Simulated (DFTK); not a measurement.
Crystal: InP.

```
CELL_PARAMETERS angstrom
0.00000 2.93050 2.93050
2.93050 0.00000 2.93050
2.93050 2.93050 0.00000
ATOMIC_POSITIONS crystal
In 0.00000 0.00000 0.00000
P 0.75000 0.75000 0.75000
```

Base run:

* Program: DFTK 0.8.2
* Functional: r2SCAN
* Potentials or basis: cp2k.nc.sr.pbe.v0_1.semicore.gth (PBE, GTH)
* Cutoff: 2068 eV
* k mesh: 5 × 5 × 5
* Occupations: fermi-dirac, width 0.05 eV
* Spin: no spin polarisation

Its results: band gap on the k mesh 0.78 eV, direct.

Problem. The run is repeated on the same cell with these changes: functional from r2SCAN to PBEsol; cutoff from 2068 eV to 1578 eV; k mesh from 5 × 5 × 5 to 7 × 7 × 7. What comes out?

Solution. Band gap on the k mesh 0.57 eV, direct.

Several settings changed at once, so the effect can't be laid on one alone.

Caveats: spin-orbit coupling is left out, which moves the levels of the heavy elements; GTH potentials come without recommended cutoffs, and this one wasn't checked for convergence (some runs); the program warned that the kinetic-energy density falls under its von Weizsäcker bound, which can give unphysical results (some runs).

Not every run made on this cell is shown here.
